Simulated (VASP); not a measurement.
# InAs (F-43m) in VASP: further runs

InAs is run at these levels: PBE; tasks: single point.

Everything below comes from runs of VASP 6.6.1. Logs are shortened: lines on timing, memory, paths and dates and some standing lists are left out, and cuts for length are marked.

**Measured values to compare with.**

A printed reference work, data compilation reports, for a bulk crystal of InAs at 4.2 K: band gap 0.418 eV (direct).

How close the calculation comes is told below.

## (1) The cell of the first run

The structure is cubic, space group F-43m (No. 216). Conventional cell: a = 6.048 Å, b = 6.048 Å, c = 6.048 Å, α = 90.00°, β = 90.00°, γ = 90.00°. Within 3.5 Å of In (site symmetry -43m) lie 4 As at 2.62 Å. Within 3.5 Å of As (site symmetry -43m) lie 4 In at 2.62 Å.

## (2) Single point, PBE

Contents of INCAR:

```
PREC = Accurate
ENCUT = 520
EDIFF = 1E-7
ISMEAR = 0
SIGMA = 0.1
LREAL = False
LASPH = True
NELM = 60
ALGO = Normal
ISIF = 2
LWAVE = False
LCHARG = True
GGA = PE
LELF = True
LVHAR = True
NBANDS = 16
```

Contents of KPOINTS:

```
regular mesh
0
Gamma
  6 6 6
```

Contents of POSCAR:

```
InAs
1.0
    0.0000000000      3.0239999300      3.0239999300
    3.0239999300      0.0000000000      3.0239999300
    3.0239999300      3.0239999300      0.0000000000
In As
1 1
Direct
    0.0000000000      0.0000000000      0.0000000000
    0.2500000000      0.2500000000      0.2500000000
```

Potentials or basis: VASP PAW PBE potentials, release 64 (In_d, As).

The run is started by

```console
$ cat potpaw_PBE.64/In_d/POTCAR potpaw_PBE.64/As/POTCAR > POTCAR
$ mpirun -np 1 vasp_std > vasp.out
```

OUTCAR:

```text
PREC = Accurate
   ENCUT = 520
   EDIFF = 1E-7
   ISMEAR = 0
   LREAL = False
   LASPH = True
   NELM = 60
   ISIF = 2
   GGA = PE

 ion  position               nearest neighbor table
   1  0.000  0.000  0.000-   2 2.62   2 2.62   2 2.62   2 2.62
   2  0.250  0.250  0.250-   1 2.62   1 2.62   1 2.62   1 2.62

  LATTYP: Found a face centered cubic cell.
 ALAT       =     6.0479998600

  Lattice vectors:

 A1 = (   0.0000000000,   3.0239999300,   3.0239999300)
 A2 = (   3.0239999300,   0.0000000000,   3.0239999300)
 A3 = (   3.0239999300,   3.0239999300,   0.0000000000)

Analysis of symmetry for initial positions (statically):
[... 5 lines left out ...]
 face centered cubic supercell.

 Subroutine GETGRP returns: Found 24 space group operations
 (whereof 24 operations were pure point group operations)
 out of a pool of 48 trial point group operations.

The static configuration has the point symmetry T_d .

Analysis of symmetry for dynamics (positions and initial velocities):
[... 5 lines left out ...]
 face centered cubic supercell.

 Subroutine GETGRP returns: Found 24 space group operations
 (whereof 24 operations were pure point group operations)
 out of a pool of 48 trial point group operations.

The dynamic configuration has the point symmetry T_d .

 Subroutine INISYM returns: Found 24 space group operations
 (whereof 24 operations are pure point group operations),
 and found     1 'primitive' translations

----------------------------------------------------------------------------------------

                                     Primitive cell

  volume of cell :      55.3064

  direct lattice vectors                    reciprocal lattice vectors
     0.000000000  3.023999930  3.023999930    -0.165343919  0.165343919  0.165343919
     3.023999930  0.000000000  3.023999930     0.165343919 -0.165343919  0.165343919
     3.023999930  3.023999930  0.000000000     0.165343919  0.165343919 -0.165343919

  length of vectors
     4.276581714  4.276581714  4.276581714     0.286384069  0.286384069  0.286384069

  position of ions in fractional coordinates (direct lattice)
     0.000000000  0.000000000  0.000000000
     0.250000000  0.250000000  0.250000000

  ion indices of the primitive-cell ions
   primitive index   ion index
                 1           1
                 2           2

----------------------------------------------------------------------------------------

 KPOINTS: regular mesh

Automatic generation of k-mesh.
 Grid dimensions read from file:
 generate k-points for:    6    6    6

 Generating k-lattice:

  Cartesian coordinates                     Fractional coordinates (reciprocal lattice)
    -0.027557320  0.027557320  0.027557320     0.166666667  0.000000000  0.000000000
     0.027557320 -0.027557320  0.027557320     0.000000000  0.166666667  0.000000000
     0.027557320  0.027557320 -0.027557320     0.000000000  0.000000000  0.166666667

  Length of vectors
     0.047730678  0.047730678  0.047730678

  Shift w.r.t. Gamma in fractional coordinates (k-lattice)
     0.000000000  0.000000000  0.000000000

 Subroutine IBZKPT returns following result:
 ===========================================

 Found     16 irreducible k-points:

 Following reciprocal coordinates:
            Coordinates               Weight
  0.000000  0.000000  0.000000      1.000000
  0.166667  0.000000  0.000000      8.000000
  0.333333  0.000000  0.000000      8.000000
  0.500000  0.000000  0.000000      4.000000
  0.166667  0.166667  0.000000      6.000000
  0.333333  0.166667  0.000000     24.000000
[... 8 lines left out ...]
 -0.333333  0.333333  0.166667     24.000000
 -0.333333  0.500000  0.166667     12.000000
   k-points           NKPTS =     16   k-points in BZ     NKDIM =     16   number of bands    NBANDS=     16
   number of dos      NEDOS =    301   number of ions     NIONS =      2
   total plane-waves  NPLWV =  32768
   dimension x,y,z NGX =    32 NGY =   32 NGZ =   32
   dimension x,y,z NGXF=    64 NGYF=   64 NGZF=   64
   ions per type =               1   1
   NGX,Y,Z   is equivalent  to a cutoff of  12.44, 12.44, 12.44 a.u.
   NGXF,Y,Z  is equivalent  to a cutoff of  24.88, 24.88, 24.88 a.u.
 SYSTEM =  unknown system
   PREC   = accura    normal or accurate (medium, high low for compatibility)
   ISTART =      0    job   : 0-new  1-cont  2-samecut
   ICHARG =      2    charge: 1-file 2-atom 10-const
   ISPIN  =      1    spin polarized calculation?
   LNONCOLLINEAR =      F non collinear calculations
   LSORBIT =      F    spin-orbit coupling
   LASPH  =      T    aspherical Exc in radial PAW
   ENCUT  =  520.0 eV  38.22 Ry    6.18 a.u.   7.95  7.95  7.95*2*pi/ulx,y,z
   NELM   =     60;   NELMIN=  2; NELMDL= -5     # of ELM steps
   EDIFF  = 0.1E-06   stopping-criterion for ELM
   LREAL  =      F    real-space projection
   EDIFFG = 0.1E-05   stopping-criterion for IOM
   NSW    =      0    number of steps for IOM
   IBRION =     -1    ionic relax: 0-MD 1-quasi-New 2-CG
   NFREE  =      0    steps in history (QN), initial steepest desc. (CG)
   ISIF   =      2    stress and relaxation
   ISYM   =      2    0-nonsym 1-usesym 2-fastsym
   POTIM  = 0.5000    time-step for ionic-motion
   TEBEG  =    0.0;   TEEND  =   0.0 temperature during run
   PSTRESS=    0.0 pullay stress
   NELECT =      18.0000    total number of electrons
   NUPDOWN=      -1.0000    fix difference up-down
   EMIN   =  10.00;   EMAX   =-10.00  energy-range for DOS
   EFERMI =   0.00;   METHOD = LEGACY
   ISMEAR =     0;   SIGMA  =   0.10  broadening in eV -4-tet -1-fermi 0-gaus
   EFERMI_NEDOS =   21; number of points for ismear=-14 and -15
   IALGO  =     38    algorithm
   IMIX   =      4    mixing-type and parameters
     AMIX     =   0.40;   BMIX     =  1.00
     AMIX_MAG =   1.60;   BMIX_MAG =  1.00
  volume/ion in A,a.u.               =      27.65       186.61
  Fermi-wavevector in a.u.,A,eV,Ry     =   1.126092  2.128005 17.253321  1.268083
  Thomas-Fermi vector in A             =   2.262772
   LORBIT       =      0    0 simple, 1 ext, 2 COOP (PROOUT), +10 PAW based schemes
   GGA     = PE    functional components
   LHFCALC =     F    Hartree Fock is set to
   AEXX    =    0.0000 exact exchange contribution
   IVDW    =     0    specifies the selected vdW correction
   LEPSILON=     F    determine dielectric tensor
   LRPA    =     F    only Hartree local field effects (RPA)
 non-spin polarized calculation
 Gauss-broadening in eV      SIGMA  =   0.10
  energy-cutoff  :      520.00
  volume of cell :       55.31
 maximum number of plane-waves:      1524
   NGX = 15   NGY = 15   NGZ = 15

 number of electron      17.9999990 magnetization

 Free energy of the ion-electron system (eV)
  ---------------------------------------------------
  ext. energy  EPLUGINS =         0.00000000
  ---------------------------------------------------
  free energy    TOTEN  =        -7.65499941 eV

  energy without entropy =       -7.65428408  energy(sigma->0) =       -7.65464174

 E-fermi :   4.5399     XC(G=0):  -9.0876

 val. band max:        4.5094118159   @ k =   0.0000   0.0000   0.0000
 cond. band min:       5.4622586682   @ k =   0.5000   0.0000   0.0000
 fundamental gap:      0.9528468523
 Fermi energy:         4.5399053465

 k-point     1 :       0.0000    0.0000    0.0000
  band No.  band energies     occupation
      1      -9.8879      2.00000
      2      -9.8879      2.00000
      3      -9.8879      2.00000
      4      -9.7626      2.00000
      5      -9.7626      2.00000
      6      -7.3485      2.00000
[... 8 lines left out ...]
     15      14.1852      0.00000
     16      14.1852      0.00000

 k-point     2 :       0.1667    0.0000    0.0000
  band No.  band energies     occupation
      1      -9.9214      2.00000
      2      -9.8781      2.00000
      3      -9.8781      2.00000
      4      -9.7626      2.00000
      5      -9.7626      2.00000
      6      -7.0665      2.00000
[... 8 lines left out ...]
     15      13.1032      0.00000
     16      13.1032      0.00000

 k-point     3 :       0.3333    0.0000    0.0000
  band No.  band energies     occupation
      1      -9.9823      2.00000
      2      -9.8622      2.00000
      3      -9.8622      2.00000
      4      -9.7587      2.00000
      5      -9.7587      2.00000
      6      -6.3647      2.00000
[... 8 lines left out ...]
     15      13.5828      0.00000
     16      13.5828      0.00000

 k-point     4 :       0.5000    0.0000    0.0000
  band No.  band energies     occupation
      1     -10.0104      2.00000
      2      -9.8564      2.00000
      3      -9.8564      2.00000
      4      -9.7545      2.00000
      5      -9.7545      2.00000
      6      -5.8795      2.00000
[... 8 lines left out ...]
     15      15.2570      0.00000
     16      15.2570      0.00000

 k-point     5 :       0.1667    0.1667    0.0000
  band No.  band energies     occupation
      1      -9.9415      2.00000
      2      -9.8682      2.00000
      3      -9.8682      2.00000
      4      -9.7707      2.00000
      5      -9.7569      2.00000
      6      -6.9736      2.00000
[... 8 lines left out ...]
     15      13.9523      0.00000
     16      14.4810      0.00000

 k-point     6 :       0.3333    0.1667    0.0000
  band No.  band energies     occupation
      1      -9.9898      2.00000
      2      -9.8541      2.00000
      3      -9.8501      2.00000
      4      -9.7745      2.00000
      5      -9.7521      2.00000
      6      -6.4042      2.00000
[... 8 lines left out ...]
     15      14.5799      0.00000
     16      14.6362      0.00000
[... 115 lines left out ...]
 k-point    13 :       0.5000    0.5000    0.0000
  band No.  band energies     occupation
      1     -10.0692      2.00000
      2      -9.8066      2.00000
      3      -9.8066      2.00000
      4      -9.8010      2.00000
      5      -9.7399      2.00000
      6      -5.3375      2.00000
[... 8 lines left out ...]
     15      15.9885      0.00000
     16      16.7169      0.00000

 k-point    14 :       0.5000    0.3333    0.1667
  band No.  band energies     occupation
      1     -10.0236      2.00000
      2      -9.8438      2.00000
      3      -9.8315      2.00000
      4      -9.7776      2.00000
      5      -9.7512      2.00000
      6      -5.8327      2.00000
[... 8 lines left out ...]
     15      15.1266      0.00000
     16      16.4813      0.00000

 k-point    15 :      -0.3333    0.3333    0.1667
  band No.  band energies     occupation
      1     -10.0359      2.00000
      2      -9.8433      2.00000
      3      -9.8232      2.00000
      4      -9.7735      2.00000
      5      -9.7550      2.00000
      6      -5.4598      2.00000
[... 8 lines left out ...]
     15      15.3573      0.00000
     16      16.2793      0.00000

 k-point    16 :      -0.3333    0.5000    0.1667
  band No.  band energies     occupation
      1     -10.0522      2.00000
      2      -9.8298      2.00000
      3      -9.8128      2.00000
      4      -9.7844      2.00000
      5      -9.7491      2.00000
      6      -5.2992      2.00000
[... 8 lines left out ...]
     15      16.1423      0.00000
     16      16.3588      0.00000

------------------------ aborting loop because EDIFF is reached ----------------------------------------

  FORCE on cell =-STRESS in cart. coord.  units (eV):
  Direction    XX          YY          ZZ          XY          YZ          ZX
  --------------------------------------------------------------------------------------
  -------------------------------------------------------------------------------------
  Total        1.3910586      1.3910586      1.3910586      0.0000000     -0.0000000      0.0000000
  in kB       40.2977378     40.2977378     40.2977378      0.0000000     -0.0000000      0.0000000
  external PRESSURE =      40.2977378 kB  Pullay stress =       0.0000000 kB

 VOLUME and BASIS-vectors are now :
 -----------------------------------------------------------------------------
  energy-cutoff  :      520.00
  volume of cell :       55.31
      direct lattice vectors                 reciprocal lattice vectors
     0.000000000  3.023999930  3.023999930    -0.165343919  0.165343919  0.165343919
     3.023999930  0.000000000  3.023999930     0.165343919 -0.165343919  0.165343919
     3.023999930  3.023999930  0.000000000     0.165343919  0.165343919 -0.165343919

 POSITION                                       TOTAL-FORCE (eV/Angst)
 -----------------------------------------------------------------------------------
      0.00000      0.00000      0.00000         0.000000      0.000000      0.000000
      1.51200      1.51200      1.51200        -0.000000     -0.000000     -0.000000
 -----------------------------------------------------------------------------------
    total drift:                               -0.000000     -0.000000     -0.000000

  FREE ENERGIE OF THE ION-ELECTRON SYSTEM (eV)
  ---------------------------------------------------
  free  energy   TOTEN  =        -7.6549994102 eV

  energy  without entropy=       -7.6542840782  energy(sigma->0) =       -7.65464174
```

Run time: 11 s. Hardware: 1 thread of Intel Xeon Platinum 8488C (Sapphire Rapids), shared host; peak memory 0.18 GiB.

What came out:

- Free energy: -7.6550 eV
- Pressure: 4.0 GPa
- Band gap on the k mesh: zero (filled and empty bands touch)

Caveat: spin-orbit coupling is left out, which moves the levels of the heavy elements.

## (3) Single point, PBE

This run uses another cell than the first one, of 29.60 Å³/atom, 1.070 times its volume.

Contents of INCAR:

```
SYSTEM = InAs
ALGO     = Normal         ! electronic algorithm
EDIFF    = 1E-7           ! SCF threshold, eV
ENCUT    = 520            ! plane-wave cutoff, eV
GGA      = PE             ! functional
ISIF     = 2              ! what is computed and relaxed
ISMEAR   = 0              ! smearing method
LASPH    = .TRUE.         ! aspherical terms in the spheres
LCHARG   = .FALSE.        ! write CHGCAR
LREAL    = .FALSE.        ! projectors in reciprocal space
LWAVE    = .FALSE.        ! write WAVECAR
NBANDS   = 16             ! bands
NELM     = 80             ! most SCF steps
PREC     = Accurate       ! precision mode
SIGMA    = 0.1            ! smearing width, eV
```

Contents of KPOINTS:

```
k-points
0
G
  16 16 16
  0 0 0
```

Contents of POSCAR:

```
InAs
1.0
    0.0000000000      3.0933460709      3.0933460709
    3.0933460709      0.0000000000      3.0933460709
    3.0933460709      3.0933460709      0.0000000000
In As
1 1
Direct
    0.0000000000      0.0000000000      0.0000000000
    0.2500000000      0.2500000000      0.2500000000
```

Potentials or basis: VASP PAW PBE potentials, release 64 (In_d, As).

The run is started by

```console
$ cat potpaw_PBE.64/In_d/POTCAR potpaw_PBE.64/As/POTCAR > POTCAR
$ mpirun -np 1 vasp_std > vasp.out
```

It took 1.7 min on 1 thread of Intel Xeon Platinum 8488C (Sapphire Rapids), shared host; peak memory 0.3 GiB.

Results (log left out):

```yaml
Free_energy: -7.7200 eV
Pressure: 0.0 GPa
Band_gap_on_the_k_mesh: zero (filled and empty bands touch)
```

Levels at points of the mesh, in eV from the Fermi level:
```csv
k point,band 7,band 8,band 9,band 10,band 11,band 12
"(0.00, 0.00, 0.00)",-0.63,-0.09,-0.09,-0.09,3.78,3.78
"(0.50, 0.00, 0.00)",-5.52,-0.98,-0.98,0.72,4.54,4.54
"(0.50, 0.50, 0.00)",-5.65,-2.19,-2.19,1.57,1.95,8.66
```

Caveat: spin-orbit coupling is left out, which moves the levels of the heavy elements.

## (4) How close it comes

Step 3. Measured gap of InAs: 0.418 eV (direct; 4.2 K; a printed reference work, data compilation). This calculation gives 0.00 eV (-0.42 eV). Spin-orbit coupling on As, In is left out. The value is that of PBE on a finite k mesh, which can miss the band edges, without temperature or zero-point motion. Semilocal functionals fall short of measured gaps as a rule.
